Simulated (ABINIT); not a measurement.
# GaN (P6_3mc) in ABINIT: notebook

One crystal, GaN, is run at these levels: PBE; tasks: relaxation of cell and atoms, single point.

Program: ABINIT 10.8.3 (patched build). These are calculated values, not measurements. Logs are shortened: lines on timing, memory, paths and dates and some standing lists are left out, and cuts for length are marked. The log counts tension as positive stress, the text compression.

### Step 1. The structure

Symmetry: P6_3mc, No. 186, hexagonal system. The conventional cell has a = 3.180 Å, b = 3.180 Å, c = 5.166 Å, α = 90.00°, β = 90.00°, γ = 120.00°. Around Ga (site symmetry 3m) lie 4 N at 1.94 to 1.95 Å. N (site symmetry 3m) is surrounded by 4 Ga at 1.94 to 1.95 Å.

### Step 2. Relaxation of cell and atoms, PBE

File run.abi:

```
# Pseudopotentials
pp_dirpath "./"
pseudos "31_Ga_13_1.9_2.4_pbe_n_v1.0.psp8, 07_N_5_1.2_1.4_pbe_n_v1.0.psp8"

# Structure
acell 6.0093290763 6.0093290763 9.7623251598
rprim
     1.0000000000     0.0000000000     0.0000000000
    -0.5000000000     0.8660254038     0.0000000000
     0.0000000000     0.0000000000     1.0000000000
ntypat 2
znucl 31 7
natom 4
typat 1 1 2 2
chkprim 0
chksymtnons 0
tolsym 1.0e-6
xred
            2/3            1/3            1/2
            1/3            2/3            0.0
            2/3            1/3            7/8
            1/3            2/3            3/8

# Plane-wave basis
ecut 34.0
ecutsm 0.5

# k points
kptopt 1
ngkpt 8 8 4
nshiftk 1
shiftk 0.0 0.0 0.0

# Exchange and correlation
ixc 11

# Bands and occupations
nband 22
occopt 3
tsmear 0.05 eV

# SCF cycle
nstep 80
tolvrs 1.0e-12

# Output
iomode 3
prteig 0
prtebands 0
prtwf 0
prtden 0

# Relaxation
ionmov 2
optcell 2
ntime 50
tolmxf 2.0e-5
dilatmx 1.08
```

Potentials or basis: SPMS NC PBE v1.0.

Started as:

```console
mpirun --bind-to none -np 4 abinit run.abi > log 2>&1
```

run.abo:

```text
.Version 10.8.3 of ABINIT
 Symmetries : space group P6_3 m c (#186); Bravais hP (primitive hexag.)
================================================================================
 Values of the parameters that define the memory need of the present run
     intxc =       0    ionmov =       2      iscf =       7    lmnmax =       6
     lnmax =       6     mgfft =      60  mpssoang =       3    mqgrid =    3001
     natom =       4  nloc_mem =       1    nspden =       1   nspinor =       1
    nsppol =       1      nsym =      12    n1xccc =    2501    ntypat =       2
    occopt =       3   xclevel =       2
       mpw =        3676          nfft =       77760          nkpt =          30
================================================================================
================================================================================

--------------------------------------------------------------------------------
------------- Echo of variables that govern the present computation ------------
--------------------------------------------------------------------------------
 -outvars: echo values of preprocessed input variables --------
            acell      6.0093290763E+00  6.0093290763E+00  9.7623251598E+00 Bohr
              amu      6.97230000E+01  1.40067400E+01
          chkprim           0
      chksymtnons           0
          dilatmx      1.08000000E+00
             ecut      3.40000000E+01 Hartree
           ecutsm      5.00000000E-01 Hartree
           ionmov           2
              ixc          11
         kptrlatt        8    0    0      0    8    0      0    0    4
          kptrlen      3.90493006E+01
            natom           4
            nband          22
            ngfft          36      36      60
             nkpt          30
            nstep          80
             nsym          12
            ntime          50
           ntypat           2
           occopt           3
          optcell           2
           prtden           0
        prtebands           0
           prteig           0
            prtwf           0
            rprim      1.0000000000E+00  0.0000000000E+00  0.0000000000E+00
                      -5.0000000000E-01  8.6602540380E-01  0.0000000000E+00
                       0.0000000000E+00  0.0000000000E+00  1.0000000000E+00
          spgroup         186
           tolmxf      2.00000000E-05
           tolsym      1.00000000E-06
           tolvrs      1.00000000E-12
           tsmear      1.83746611E-03 Hartree
            typat      1  1  2  2
           xangst      1.5899999989E+00  9.1798692740E-01  2.5829999982E+00
                       2.7435156673E-16  1.8359738548E+00  0.0000000000E+00
                       1.5899999989E+00  9.1798692740E-01  4.5202499969E+00
                       2.7435156673E-16  1.8359738548E+00  1.9372499987E+00
            xcart      3.0046645382E+00  1.7347438800E+00  4.8811625799E+00
                       5.1844932334E-16  3.4694877599E+00  0.0000000000E+00
                       3.0046645382E+00  1.7347438800E+00  8.5420345148E+00
                       5.1844932334E-16  3.4694877599E+00  3.6608719349E+00
             xred      6.6666666667E-01  3.3333333333E-01  5.0000000000E-01
                       3.3333333333E-01  6.6666666667E-01  0.0000000000E+00
                       6.6666666667E-01  3.3333333333E-01  8.7500000000E-01
                       3.3333333333E-01  6.6666666667E-01  3.7500000000E-01
            znucl       31.00000    7.00000

================================================================================

 chkinp: Checking input parameters for consistency.

================================================================================
== DATASET  1 ==================================================================

--- !DatasetInfo
iteration_state: {dtset: 1, }
dimensions: {natom: 4, nkpt: 30, mband: 22, nsppol: 1, nspinor: 1, nspden: 1, mpw: 3676, }
cutoff_energies: {ecut:  34.0, pawecutdg:  -1.0, }
electrons: {nelect:   3.60000000E+01, charge:   0.00000000E+00, occopt:   3.00000000E+00, tsmear:   1.83746611E-03, }
meta: {optdriver: 0, ionmov: 2, optcell: 2, iscf: 7, paral_kgb: 0, }
...

 Exchange-correlation functional for the present dataset will be:
  GGA: Perdew-Burke-Ernzerhof functional - ixc=11
  J.P.Perdew, K.Burke, M.Ernzerhof, PRL 77, 3865 (1996)

 Real(R)+Recip(G) space primitive vectors, cartesian coordinates (Bohr,Bohr^-1):
 R(1)=  6.0093291  0.0000000  0.0000000  G(1)=  0.1664079  0.0960757  0.0000000
 R(2)= -3.0046645  5.2042316  0.0000000  G(2)=  0.0000000  0.1921513  0.0000000
 R(3)=  0.0000000  0.0000000  9.7623252  G(3)=  0.0000000  0.0000000  0.1024346
 Unit cell volume ucvol=  3.0530638E+02 bohr^3
 Angles (23,13,12)=  9.00000000E+01  9.00000000E+01  1.20000000E+02 degrees

 getcut: wavevector=  0.0000  0.0000  0.0000  ngfft=  36  36  60
         ecut(hartree)=     39.658   => boxcut(ratio)=   2.11324

--- Pseudopotential description ------------------------------------------------
- pspini: atom type   1  psp file is ./31_Ga_13_1.9_2.4_pbe_n_v1.0.psp8
  31.00000  13.00000    220722                znucl, zion, pspdat
    8   11    2    4       600   0.00000      pspcod,pspxc,lmax,lloc,mmax,r2well
    5.99000000000000    5.00000000000000    0.00000000000000   rchrg,fchrg,qchrg
     nproj     2     2     2
     extension_switch     1

- pspini: atom type   2  psp file is ./07_N_5_1.2_1.4_pbe_n_v1.0.psp8
   7.00000   5.00000    210705                znucl, zion, pspdat
    8   11    1    4       600   0.00000      pspcod,pspxc,lmax,lloc,mmax,r2well
    5.99000000000000    4.00000000000000    0.00000000000000   rchrg,fchrg,qchrg
     nproj     2     2
     extension_switch     1

   2.67053508E+03                                ecore*ucvol(ha*bohr**3)
--------------------------------------------------------------------------------

================================================================================

=== [ionmov= 2] Broyden-Fletcher-Goldfarb-Shanno method (forces)
================================================================================

--- Iteration: ( 1/50) Internal Cycle: (1/1)
--------------------------------------------------------------------------------

---SELF-CONSISTENT-FIELD CONVERGENCE--------------------------------------------
[... 1010 lines left out ...]
 Difference of energy with previous step (new-old):
           Absolute (Ha)=-1.14053E-08
           Relative     =-6.77005E-11

--- Iteration: (10/50) Internal Cycle: (1/1)
--------------------------------------------------------------------------------

---SELF-CONSISTENT-FIELD CONVERGENCE--------------------------------------------

--- !BeginCycle
iteration_state: {dtset: 1, itime: 10, icycle: 1, }
solver: {iscf: 7, nstep: 80, nline: 4, wfoptalg: 0, }
tolerances: {tolvrs: 1.00E-12, }
...
[... 97 lines left out ...]
 Difference of energy with previous step (new-old):
           Absolute (Ha)=-1.31035E-09
           Relative     =-7.77810E-12

 At Broyd/MD step  10, gradients are converged :
  max grad (force/stress) = 4.6295E-06 < tolmxf= 2.0000E-05 ha/bohr (free atoms)

================================================================================

 ----iterations are completed or convergence reached----

 Mean square residual over all n,k,spin=   23.755E-16; max=  38.040E-14
 reduced coordinates (array xred) for    4 atoms
       0.666666666667      0.333333333333      0.499137578894
       0.333333333333      0.666666666667     -0.000862421106
       0.666666666667      0.333333333333      0.875862421106
       0.333333333333      0.666666666667      0.375862421106
 rms dE/dt=  2.7704E-05; max dE/dt=  2.1541E-27; dE/dt below (all hartree)
    1       0.000000000000      0.000000000000     -0.000048356046
    2       0.000000000000      0.000000000000     -0.000048356046
    3       0.000000000000      0.000000000000     -0.000047612069
    4      -0.000000000000     -0.000000000000     -0.000047612069

 cartesian coordinates (angstrom) at end:
    1      1.61074205450580     0.92996235878068     2.61929112643157
    2      0.00000000000000     1.85992471756137    -0.00452566996443
    3      1.61074205450580     0.92996235878068     4.59620506365742
    4      0.00000000000000     1.85992471756137     1.97238826726142

 cartesian forces (hartree/bohr) at end:
    1     -0.00000000000000    -0.00000000000000     0.00000003751174
    2     -0.00000000000000    -0.00000000000000     0.00000003751174
    3     -0.00000000000000    -0.00000000000000    -0.00000003751174
    4      0.00000000000000     0.00000000000000    -0.00000003751174
 frms,max,avg= 2.1657411E-08 3.7511735E-08   0.000E+00  0.000E+00  4.839E-06 h/b

 cartesian forces (eV/Angstrom) at end:
    1     -0.00000000000000    -0.00000000000000     0.00000192893099
    2     -0.00000000000000    -0.00000000000000     0.00000192893099
    3     -0.00000000000000    -0.00000000000000    -0.00000192893099
    4      0.00000000000000     0.00000000000000    -0.00000192893099
 frms,max,avg= 1.1136688E-06 1.9289310E-06   0.000E+00  0.000E+00  2.488E-04 e/A
 length scales=  6.087722684996  6.087722685078  9.916590299490 bohr
              =  3.221484109012  3.221484109055  5.247633592792 angstroms
 Fermi (or HOMO) energy (hartree) =   0.18197   Average Vxc (hartree)=  -0.42725
 Eigenvalues (hartree) for nkpt=  30  k points:
 kpt#   1, nband= 22, wtk=  0.00391, kpt=  0.0000  0.0000  0.0000 (reduced coord)
  -0.42751   -0.40027   -0.34977   -0.34945   -0.34945   -0.34754   -0.34754   -0.34146
  -0.34146   -0.33819   -0.33819   -0.28983   -0.10197    0.11267    0.11267    0.14779
   0.14905    0.14905    0.21269    0.29895    0.48062    0.50751
      occupation numbers for kpt#   1
   2.00000    2.00000    2.00000    2.00000    2.00000    2.00000    2.00000    2.00000
   2.00000    2.00000    2.00000    2.00000    2.00000    2.00000    2.00000    2.00000
   2.00000    2.00000    0.00000    0.00000    0.00000    0.00000
 prteigrs : prtvol=0 or 1, do not print more k-points.

--- !EnergyTerms
iteration_state     : {dtset: 1, itime: 10, icycle: 1, }
comment             : Components of total free energy in Hartree
kinetic             :  1.29058725521048E+02
hartree             :  4.09622863417943E+01
xc                  : -4.55767478471345E+01
Ewald energy        : -1.15393073438347E+02
psp_core            :  8.39064917619747E+00
local_psp           : -1.04587179704762E+02
non_local_psp       : -8.13218749714609E+01
internal            : -1.68467214922664E+02
'-kT*entropy'       : -2.94505409877023E-11
total_energy        : -1.68467214922694E+02
total_energy_eV     : -4.58422645504612E+03
band_energy         : -7.84860831959996E+00
...

 rms coord change=  4.9792E-04   atom, delta coord (reduced):
     1        0.000000000000      0.000000000000     -0.000862421106
     2        0.000000000000      0.000000000000     -0.000862421106
     3        0.000000000000      0.000000000000      0.000862421106
     4        0.000000000000      0.000000000000      0.000862421106

 Cartesian components of stress tensor (hartree/bohr^3)
  sigma(1 1)= -4.62809134E-08  sigma(3 2)=  0.00000000E+00
  sigma(2 2)= -4.62818609E-08  sigma(3 1)=  0.00000000E+00
  sigma(3 3)= -4.62946451E-08  sigma(2 1)=  0.00000000E+00

-Cartesian components of stress tensor (GPa)         [Pressure=  1.3618E-03 GPa]
- sigma(1 1)= -1.36163148E-03  sigma(3 2)=  0.00000000E+00
- sigma(2 2)= -1.36165936E-03  sigma(3 1)=  0.00000000E+00
- sigma(3 3)= -1.36203548E-03  sigma(2 1)=  0.00000000E+00

== END DATASET(S) ==============================================================
================================================================================

 -outvars: echo values of variables after computation  --------
            acell      6.0877226850E+00  6.0877226851E+00  9.9165902995E+00 Bohr
           etotal     -1.6846721492E+02
            fcart     -0.0000000000E+00 -1.0214653491E-28  3.7511735385E-08
                      -0.0000000000E+00 -1.0214653491E-28  3.7511735385E-08
                      -3.5384597656E-28 -3.0643960473E-28 -3.7511735385E-08
                       3.5384597656E-28  5.1073267454E-28 -3.7511735385E-08
            rprim      1.0000000000E+00  0.0000000000E+00  0.0000000000E+00
                      -4.9999999999E-01  8.6602540379E-01  0.0000000000E+00
                       0.0000000000E+00  0.0000000000E+00  1.0000000000E+00
           strten     -4.6280913435E-08 -4.6281860851E-08 -4.6294645128E-08
                       0.0000000000E+00  0.0000000000E+00  0.0000000000E+00
           xangst      1.6107420545E+00  9.2996235878E-01  2.6192911264E+00
                       1.1921886104E-16  1.8599247176E+00 -4.5256699644E-03
                       1.6107420545E+00  9.2996235878E-01  4.5962050637E+00
                       1.1921886104E-16  1.8599247176E+00  1.9723882673E+00
             xred      6.6666666667E-01  3.3333333333E-01  4.9913757889E-01
                       3.3333333333E-01  6.6666666667E-01 -8.6242110551E-04
                       6.6666666667E-01  3.3333333333E-01  8.7586242111E-01
                       3.3333333333E-01  6.6666666667E-01  3.7586242111E-01
 Calculation completed.
```

Run time: 3 min. Hardware: 4 MPI ranks of Arm Neoverse V2, shared host; peak memory 0.36 GiB.

Results:

* Free energy: -4584.2265 eV
* Relaxed volume: 11.79 Å³/atom
* Relaxed cell: a = 3.221 Å, b = 3.221 Å, c = 5.248 Å, α = 90.00°, β = 90.00°, γ = 120.00°
* Space group after relaxing (to 0.05 Å): P6_3mc (No. 186)
* Energy gained by relaxing: 11.8 meV/atom
* Ionic steps: 10
* Pressure after relaxing: 0.0 GPa
* Band gap on the k mesh: 1.73 eV, direct

Step by step:
| step | energy change (eV) | largest force (eV/Å) | pressure (GPa) | volume (Å³) |
| --- | --- | --- | --- | --- |
| 1 | 0.0000 | 0.1375 | 7.87 | 45.24 |
| 2 | -0.0388 | 0.0737 | 3.14 | 46.34 |
| 3 | -0.0470 | 0.0311 | 0.19 | 47.11 |
| 4 | -0.0471 | 0.0219 | -0.01 | 47.17 |
| 5 | -0.0471 | 0.0138 | -0.06 | 47.18 |
| 6 | -0.0471 | 0.0013 | -0.05 | 47.18 |
| 7 | -0.0472 | 0.0020 | -0.02 | 47.17 |
| 8 | -0.0472 | 0.0014 | 0.01 | 47.16 |
| 9 | -0.0472 | 0.0004 | 0.01 | 47.16 |
| 10 | -0.0472 | 0.0000 | 0.00 | 47.16 |

Final structure:
```
CELL_PARAMETERS angstrom
3.22148 0.00000 0.00000
-1.61074 2.78989 0.00000
0.00000 0.00000 5.24763
ATOMIC_POSITIONS crystal
Ga 0.66667 0.33333 0.49914
Ga 0.33333 0.66667 0.99914
N 0.66667 0.33333 0.87586
N 0.33333 0.66667 0.37586
```

A k mesh can miss the band edges. PBE usually gives volumes a little too large and moduli too small.

### Step 3. Single point, PBE (cell relaxed)

File run.abi:

```
# Pseudopotentials
pp_dirpath "./"
pseudos "31_Ga_13_1.9_2.4_pbe_n_v1.0.psp8, 07_N_5_1.2_1.4_pbe_n_v1.0.psp8"

# Structure
acell 3.22148411 3.221484115 5.2476336 Angstrom
rprim
     1.0000000000     0.0000000000     0.0000000000
    -0.5000000008     0.8660254033     0.0000000000
     0.0000000000     0.0000000000     1.0000000000
ntypat 2
znucl 31 7
natom 4
typat 1 1 2 2
xred
     0.6666666700     0.3333333300     0.4991375800
     0.3333333300     0.6666666700    -0.0008624200
     0.6666666700     0.3333333300     0.8758624200
     0.3333333300     0.6666666700     0.3758624200
chkprim 0
chksymtnons 0
tolsym 1.0e-6

# Plane-wave basis
ecut 34.0

# k points
kptopt 1
ngkpt 8 8 4
nshiftk 1
shiftk 0.0 0.0 0.0

# Exchange and correlation
ixc 11

# Bands and occupations
nband 22
occopt 3
tsmear 0.00183747

# SCF cycle
nstep 100
tolvrs 1.0e-10

# Output
iomode 3
prtwf 0
prtden 0
prteig 0
prtebands 0
enunit 1
```

Potentials or basis: SPMS NC PBE v1.0.

Started as:

```console
mpirun --bind-to none -np 4 abinit run.abi > log 2>&1
```

Wall time 16 s (4 MPI ranks of Arm Neoverse V2, shared host); peak memory 0.28 GiB.

The run converged. Its results:

- Free energy: -4584.2292 eV
- Pressure: -0.9 GPa
- Band gap on the k mesh: 1.73 eV, direct
- Valence electrons inside the program's atomic spheres: Ga 10.87; N 5.21

Levels at points of the mesh, in eV from the valence-band top:
| k point | band 15 | band 16 | band 17 | band 18 | band 19 | band 20 | band 21 | band 22 |
| --- | --- | --- | --- | --- | --- | --- | --- | --- |
| (0.00, 0.00, 0.00) | -0.99 | -0.03 | 0.00 | 0.00 | 1.73 | 4.08 | 9.03 | 9.75 |
| (0.50, 0.00, 0.00) | -4.04 | -2.62 | -2.10 | -0.95 | 5.00 | 5.38 | 6.00 | 8.34 |
| (0.00, 0.00, 0.50) | -0.51 | -0.51 | -0.51 | -0.51 | 4.07 | 4.07 | 8.33 | 8.33 |
| (0.50, 0.00, 0.50) | -1.86 | -1.86 | -1.82 | -1.82 | 4.33 | 4.33 | 7.58 | 7.58 |
